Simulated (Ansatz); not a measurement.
Crystal: GaN.

```xyz
4
Lattice="3.1800 0.0000 0.0000 -1.5900 2.7540 0.0000 0.0000 0.0000 5.1660" Properties=species:S:1:pos:R:3 pbc="T T T"
Ga    1.5900    0.9180    2.5830
Ga    0.0000    1.8360    0.0000
N     1.5900    0.9180    4.5203
N     0.0000    1.8360    1.9373
```

Base run:

```yaml
Program: Ansatz 0.2.0
Functional: PBEsol
Potentials_or_basis: all-electron LAPW, scalar-relativistic
Cutoff: 428 eV
Density_cutoff: 1712 eV
Basis_error_allowed: 0.001 eV/atom
k_mesh: 10 × 10 × 5
Occupations: fermi-dirac, width 0.05 eV
Spin: no spin polarisation
```

Its results: band gap on the k mesh 1.92 eV, direct; pressure 1.0 GPa; largest force 0.133 eV/Å.

Problem. The run is repeated on the same cell with these changes: functional from PBEsol to LDA; basis error allowed from 0.001 eV/atom to 0.002 eV/atom. What comes out?

Solution. Band gap on the k mesh 1.98 eV, direct; pressure -4.3 GPa; largest force 0.126 eV/Å.

Caveats: an odd mesh through Γ misses points on the zone boundary, where band edges often lie (some runs).

Not every run made on this cell is shown here.
